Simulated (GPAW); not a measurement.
The system is Mo.

```
Mo
1.0
    -1.58381    1.58381    1.58381
     1.58381   -1.58381    1.58381
     1.58381    1.58381   -1.58381
Mo
1
Direct
  0.00000 0.00000 0.00000
```

| Item | Value |
| --- | --- |
| Program | GPAW 26.7.0 |
| Task | relaxation of cell and atoms |
| Functional | revPBE |
| Dispersion | D4 |
| Potentials or basis | the program's PAW data sets (release 1.2.1) made for this functional |
| Cutoff | 600 eV |
| Basis | pw |
| k mesh | 12 × 12 × 12 |
| Occupations | fermi-dirac, width 0.05 eV |
| Spin | no spin polarisation |

At the start: pressure -8.8 GPa; volume 15.89 Å³/atom.

**Question.** How do energy, volume and symmetry change on relaxing?

**Answer.** Over 3 steps the energy falls by 15.3 meV/atom and the volume is 15.35 Å³/atom (-3.4 %); space group Im-3m (No. 229, to 0.05 Å).

Step by step:
```
step  energy change (eV)  largest force (eV/Å)  pressure (GPa)  volume (Å³)
   1              0.0000                0.0000           -8.83        15.89
   2             -0.0151                0.0000            0.78        15.31
   3             -0.0153                0.0000           -0.03        15.35
```

Final structure:
```
Mo
1.0
    -1.56565    1.56565    1.56565
     1.56565   -1.56565    1.56565
     1.56565    1.56565   -1.56565
Mo
1
Cartesian
  0.0000 0.0000 0.0000
```

Caveat: later steps reuse the first step's grids; pairwise dispersion overbinds metals, which lowers pressure and volume.
